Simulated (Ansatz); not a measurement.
A run of Ansatz 0.2.0 is set up as follows.

input.yaml

```yaml
crystal:
  lattice:
    - [2.8549554371, 0.0, 0.0]
    - [-1.4274777185, 2.4724639352, 0.0]
    - [0.0, 0.0, 10.2217427273]
  atoms:
    - { symbol: Mn, position: [0.0, 0.0, 0.5], spin: 4.0 }
    - { symbol: Mn, position: [0.0, 0.0, 0.0], spin: 4.0 }
    - { symbol: O, position: [0.6666666667, 0.3333333333, 0.40685645] }
    - { symbol: O, position: [0.6666666667, 0.3333333333, 0.09314355] }
    - { symbol: O, position: [0.3333333333, 0.6666666667, 0.59314355] }
    - { symbol: O, position: [0.3333333333, 0.6666666667, 0.90685645] }
hamiltonian:
  xc: pbe
  pseudopotentials: { kind: paw }
magnetization:
  spin_polarized: true
kpoints:
  mp_grid: { grid: [11, 11, 3] }
scf:
  occupations: { method: fermi_dirac, width: 0.05 }
output:
  forces: true
  stress: true
  eigenvalues: true
  write_density: true
  write_potential: true
  elf: true
  volumetric_format: npy
relax:
  f_tol: 0.01
  max_steps: 40
  cell: { stress_tol: 0.05 }
```

Potentials or basis: Ansatz PAW.

The run is started by

```sh
$ ansatz run input.yaml --threads 2 --pin off --max-ram 5632MiB --backend cpu --events-out ev --progress --plain --runs-dir out
```

Question: Predict the relaxed volume.

Answer: 13.51 Å³/atom.

Question: What does it give for the site moments?

Answer: Mn +2.51; O +0.04 μB.

Final structure:
```xyz
6
Lattice="2.8765 0.0000 0.0000 -1.4383 2.4911 0.0000 0.0000 0.0000 11.3131" Properties=species:S:1:pos:R:3 pbc="T T T"
Mn    0.0000    0.0000    5.6565
Mn    0.0000    0.0000    0.0000
O     1.4383    0.8304    4.7013
O     1.4383    0.8304    0.9553
O     0.0000    1.6608    6.6118
O     0.0000    1.6608   10.3578
```

Caveat: odd divisions of the mesh miss points on the zone boundary, where band edges often lie, so the gap on the mesh can be too wide; the pressure holds a Pulay correction of +0.6 GPa for the finite cutoff.
